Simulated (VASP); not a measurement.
Wanted: the native input for a VASP 6.6.1 run.

```yaml
Task: single point
Functional: PBE
Dispersion: D3(BJ)
Potentials_or_basis: VASP PAW PBE potentials, release 64 (H)
Cutoff: 520 eV
k_mesh: 1 × 1 × 1
Occupations: fermi-dirac, width 0.02 eV
Spin: no spin polarisation
Dipole_correction: no
Further_INCAR_settings: LREAL = Auto; ALGO = Normal; EDIFF = 1e-07; NBANDS = 26
```

The structure of H lies in POSCAR:

```
H
1.0
    7.3061440000      0.0000000000      0.0000000000
    0.0000000000      7.3061440000      0.0000000000
    0.0000000000      0.0000000000      7.3061440000
H
20
Direct
    0.1375819918      0.4253140057      0.2880302887
    0.1438654256      0.4767318977      0.1981911441
    0.9231287180      0.9790222470      0.3847749404
    0.9495249470      1.0101091606      0.4796203851
    0.7672937517      0.9284863145      0.9541929346
    0.7413229618      0.9229899219      0.8541827561
    0.7065644444      0.5440899886      0.7626535191
    0.6980597016      0.4480473171      0.7948723951
    0.1955381854      0.8628199603      0.6809572675
    0.1908582799      0.9335681962      0.6064501845
    0.7248575658      0.2277269691      0.2267341042
    0.7445416143      0.2191865549      0.1255265134
    0.4617031983     -0.0495158197      0.1363180107
    0.4919436187      0.0474755253      0.1535716901
    0.6584001853      0.5714144207      0.0965188651
    0.5941003403      0.6308263101      0.0445953584
    0.1022148783      0.6929590425      0.8919386338
    0.0705564864      0.6108534824      0.8375755289
    0.8834310663      0.6538666566      0.5294892028
    0.9085691391      0.5740106484      0.4688385773
```

The cell was built by a generator and needn't be a form met in nature.

These files were run (other wordings do the same):

INCAR

```
ALGO     = Normal         # electronic algorithm
EDIFF    = 1E-7           # SCF threshold, eV
ENCUT    = 520            # plane-wave cutoff, eV
GGA      = PE             # functional
ISIF     = 2              # what is computed and relaxed
ISMEAR   = -1             # smearing method
IVDW     = 12             # dispersion correction
LASPH    = True           # aspherical terms in the spheres
LCHARG   = True           # write CHGCAR
LELF     = True           # ELF
LREAL    = Auto         
LVHAR    = True         
LWAVE    = False          # write WAVECAR
NBANDS   = 26             # bands
NELM     = 80             # most SCF steps
PREC     = Accurate       # precision mode
SIGMA    = 0.02           # smearing width, eV
```

KPOINTS

```
k-points
0
Gamma
  1 1 1
```

Potentials or basis: VASP PAW PBE potentials, release 64 (H).

Command:

```console
$ cat potpaw_PBE.64/H/POTCAR > POTCAR
$ mpirun -np 1 vasp_gam > vasp.out
```

Results of the run:

The pressure is 0.1 GPa, the largest force is 0.249 eV/Å and the band gap on the k mesh is 8.88 eV, direct. The dispersion energy per atom is -0.012 eV.

It took 16 s on 1 thread of Intel(R) Xeon(R) 6975P-C (Granite Rapids), on a shared host, peak memory 0.38 GiB.
